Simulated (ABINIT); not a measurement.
# MoS2 in ABINIT: further runs, part 2 of 2

ABINIT 10.8.3 (patched build).

### 3 Relaxation of cell and atoms, LDA

Contents of run.abi:

```
# Pseudopotentials
pp_dirpath "./"
pseudos "Mo.hgh, S.hgh"

# Structure
acell 6.0171262416 6.0171262416 32.7576463855
rprim
     1.0000000000     0.0000000000     0.0000000000
    -0.5000000000     0.8660254038     0.0000000000
     0.0000000000     0.0000000000     1.0000000000
ntypat 2
znucl 42 16
natom 3
typat 1 2 2
chkprim 0
chksymtnons 0
tolsym 1.0e-6
xred
            0.0            0.0            0.0
            1/3            2/3   0.9105070200
            1/3            2/3   0.0894929800

# Plane-wave basis
ecut 38.0
ecutsm 0.5

# k points
kptopt 1
ngkpt 8 8 2
nshiftk 1
shiftk 0.0 0.0 0.0

# Exchange and correlation
ixc 7

# Bands and occupations
nband 13
occopt 3
tsmear 0.05 eV

# SCF cycle
nstep 80
tolvrs 1.0e-12

# Output
iomode 3
prteig 0
prtebands 0
prtwf 0
prtden 0

# Relaxation
ionmov 2
optcell 2
ntime 50
tolmxf 2.0e-5
dilatmx 1.08
```

Potentials or basis: HGH LDA.

Run with:

```console
$ mpirun --bind-to none -np 4 abinit run.abi > log 2>&1
```

It took 7.6 min on 4 MPI ranks of Arm Neoverse V2, shared host; peak memory 0.6 GiB.

Results (log left out):

```yaml
Free_energy: -778.8375 eV
Relaxed_volume: 49.42 Å³/atom
Relaxed_cell: a = 3.139 Å, b = 3.139 Å, c = 17.372 Å, α = 90.00°, β = 90.00°, γ = 120.00°
Space_group_after_relaxing_to_0.05_Å: P-6m2 (No. 187)
Energy_gained_by_relaxing: 6.3 meV/atom
Ionic_steps: 7
Band_gap_on_the_k_mesh: 2.17 eV, direct
```

The path:
```
step  energy change (eV)  largest force (eV/Å)  pressure (GPa)  volume (Å³)
   1              0.0000                0.0983           -1.08       152.20
   2             -0.0041                0.0399           -0.89       151.70
   3             -0.0147                0.2139            0.11       149.08
   4             -0.0161                0.1877            0.14       148.81
   5             -0.0189                0.0137            0.04       148.18
   6             -0.0189                0.0011            0.00       148.24
   7             -0.0189                0.0000            0.00       148.25
```

Final structure:
```xyz
3
Lattice="3.1391 0.0000 0.0000 -1.5696 2.7185 0.0000 0.0000 0.0000 17.3723" Properties=species:S:1:pos:R:3 pbc="T T T"
Mo    0.0000    0.0000    0.0000
S     0.0000    1.8124   15.8108
S     0.0000    1.8124    1.5615
```

Caveat: HGH potentials are hard and often keep d shells in the core, so these values are rough. LDA gaps usually lie below the measured ones, often by a third to a half.

### 4 Single point, LDA (cell relaxed)

Contents of run.abi:

```
# Pseudopotentials
pp_dirpath "./"
pseudos "Mo.hgh, S.hgh"

# Structure
acell 5.9320542255 5.932054238 32.8288615648
rprim
     1.0000000000     0.0000000000     0.0000000000
    -0.5000000005     0.8660254035     0.0000000000
     0.0000000000     0.0000000000     1.0000000000
ntypat 2
znucl 42 16
natom 3
typat 1 2 2
xred
     0.0000000000     0.0000000000     0.0000000000
     0.3333333300     0.6666666700     0.9101180800
     0.3333333300     0.6666666700     0.0898819200
chkprim 0
chksymtnons 0
tolsym 1.0e-6

# Plane-wave basis
ecut 1034.032677 eV

# k points
kptopt 1
ngkpt 8 8 2
nshiftk 1
shiftk 0.0 0.0 0.0

# Exchange and correlation
ixc 7

# Bands and occupations
nband 13
occopt 3
tsmear 0.00183747

# SCF cycle
nstep 100
tolvrs 1.0e-10

# Output
iomode 3
prtwf 0
prtden 0
prteig 0
prtebands 0
```

Potentials or basis: HGH LDA.

Run with:

```console
$ mpirun --bind-to none -np 4 abinit run.abi > log 2>&1
```

run.abo:

```text
.Version 10.8.3 of ABINIT
 Symmetries : space group P-6 m 2 (#187); Bravais hP (primitive hexag.)
================================================================================
 Values of the parameters that define the memory need of the present run
     intxc =       0    ionmov =       0      iscf =       7    lmnmax =       6
     lnmax =       6     mgfft =     192  mpssoang =       3    mqgrid =    9110
     natom =       3  nloc_mem =       1    nspden =       1   nspinor =       1
    nsppol =       1      nsym =      12    n1xccc =       0    ntypat =       2
    occopt =       3   xclevel =       1
       mpw =       11205          nfft =      248832          nkpt =          20
================================================================================
================================================================================

--------------------------------------------------------------------------------
------------- Echo of variables that govern the present computation ------------
[... 235 lines left out ...]

== END DATASET(S) ==============================================================
================================================================================

 -outvars: echo values of variables after computation  --------
            acell      5.9320542255E+00  5.9320542380E+00  3.2828861565E+01 Bohr
           etotal     -2.8621777712E+01
            fcart      1.7430315476E-26  1.9008639402E-26 -0.0000000000E+00
                      -1.1620210317E-26 -4.4726210493E-27  4.8535601831E-06
                      -5.8101051586E-27 -1.4536018353E-26 -4.8535601831E-06
            rprim      1.0000000000E+00  0.0000000000E+00  0.0000000000E+00
                      -5.0000000050E-01  8.6602540350E-01  0.0000000000E+00
                       0.0000000000E+00  0.0000000000E+00  1.0000000000E+00
           strten      2.9148101376E-06  2.9148063249E-06  2.9810682589E-06
                       0.0000000000E+00  0.0000000000E+00  1.9226546452E-12
           xangst      0.0000000000E+00  0.0000000000E+00  0.0000000000E+00
                      -3.2512743051E-09  1.8123647988E+00  1.5810831023E+01
                      -3.2512743051E-09  1.8123647988E+00  1.5614543655E+00
             xred      0.0000000000E+00  0.0000000000E+00  0.0000000000E+00
                       3.3333333333E-01  6.6666666667E-01  9.1011808000E-01
                       3.3333333333E-01  6.6666666667E-01  8.9881920000E-02
 Calculation completed.
```

Run time: 50 s. Hardware: 4 MPI ranks of Arm Neoverse V2, shared host; peak memory 0.48 GiB.

What came out:

- Free energy: -778.8382 eV
- Band gap on the k mesh: 2.17 eV, direct
- Valence electrons inside the program's atomic spheres: Mo 2.93; S 3.91

Caveat: HGH potentials are hard and often keep d shells in the core, so these values are rough.
